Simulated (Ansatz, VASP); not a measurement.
## Two plane-wave programs on BN

```
B N
1.0
     0.00000    1.84021    1.84021
     1.84021    0.00000    1.84021
     1.84021    1.84021    0.00000
B N
1 1
Direct
  0.00000 0.00000 0.00000
  0.75000 0.75000 0.75000
```

Alike in both runs: task single point; functional r2SCAN; k mesh 12 × 12 × 12; occupations gaussian, width 0.02 eV; no spin polarisation.

```csv
,VASP,Ansatz
version,VASP 6.6.1,Ansatz 0.2.0
potentials or method,"VASP PAW PBE potentials, release 64 (B, N)","scalar-relativistic, plane waves, PAW"
plane-wave cutoff (eV),520,500
valence electrons in the cell,8,8
```

```csv
,VASP,Ansatz,Ansatz less VASP
gap on the k mesh at the Fermi level (eV),4.91,4.92,+0.017
least direct gap on the mesh (eV),9.26,9.30,+0.033
pressure (GPa),-19.6,-20.5,-0.90
```

The functional is the same, so the differences come from potentials, cutoffs and numerics.

Caveats: so large a pressure means that the cell lies far from this level's equilibrium, or that cutoff or potentials fall short (VASP); the potentials were made for another functional, which shifts forces and pressure (VASP). r2SCAN opens gaps a little over a GGA but as a rule still falls short of measured ones. A k mesh can miss the band edges.
